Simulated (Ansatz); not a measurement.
# Te: a trial structure relaxed

Aim: relax Te from this start, K type (Cmmm, No. 65), and see where it ends.

The COD entry's cell or inner coordinates are ideal or old and differ from later refinements, so a difference from it is no clean test against experiment.

Computed with Ansatz 0.2.0 (DFT PBE, scalar-relativistic, plane waves, PAW, unless a step's input says otherwise).

### 1 The system as given

The structure is orthorhombic, space group Cmmm (No. 65). Conventional cell: a = 6.124 Å, b = 9.141 Å, c = 6.923 Å, α = 90.00°, β = 90.00°, γ = 90.00°. Te (site symmetry 2) is surrounded by 6 Te at 3.06 to 3.46 Å. Around Te (site symmetry mmm) lie 8 Te at 3.25 Å.

As a file:

```xyz
5
Lattice="3.0622 -4.5706 0.0000 3.0622 4.5706 0.0000 0.0000 0.0000 6.9229" Properties=species:S:1:pos:R:3 pbc="T T T"
Te    1.5311   -2.2853    1.7307
Te    1.5311    2.2853    5.1921
Te    1.5311    2.2853    1.7307
Te    1.5311   -2.2853    5.1921
Te    0.0000    0.0000    0.0000
```

(A quick probe on a coarse mesh, which set the mesh and smearing, is not shown.)

### 3 The relaxation

Contents of input.yaml:

```yaml
crystal:
  lattice:
    - [3.0622103696, -4.5705620324, 0.0]
    - [3.0622103696, 4.5705620324, 0.0]
    - [0.0, 0.0, 6.9228625135]
  atoms:
    - { symbol: Te, position: [0.5, 0.0, 0.25] }
    - { symbol: Te, position: [0.0, 0.5, 0.75] }
    - { symbol: Te, position: [0.0, 0.5, 0.25] }
    - { symbol: Te, position: [0.5, 0.0, 0.75] }
    - { symbol: Te, position: [0.0, 0.0, 0.0] }
basis:
  ecutwfc: 420
kpoints:
  mp_grid: { grid: [8, 8, 6] }
hamiltonian:
  xc: pbe
scf:
  occupations: { method: gaussian, width: 0.1 }
output:
  forces: true
  stress: true
  eigenvalues: true
relax:
  adjacent_minimum: "off"
  f_tol: 0.01
  max_steps: 80
  cell: { stress_tol: 0.05 }
```

Before running it: what results should come out?

As calculated:

```
           quantity                                                                      value
cell (conventional)  a = 6.302 Å, b = 9.622 Å, c = 6.333 Å, α = 90.00°, β = 90.00°, γ = 90.00°
        space group                                                              Cmmm (No. 65)
             volume                                                              38.40 Å³/atom
    gap on the mesh                                                               none (metal)
```

**Reading.** The space group stayed Cmmm, and from the first guess the volume went from 38.76 to 38.40 Å³/atom. The runs treat Te without spin-orbit coupling.
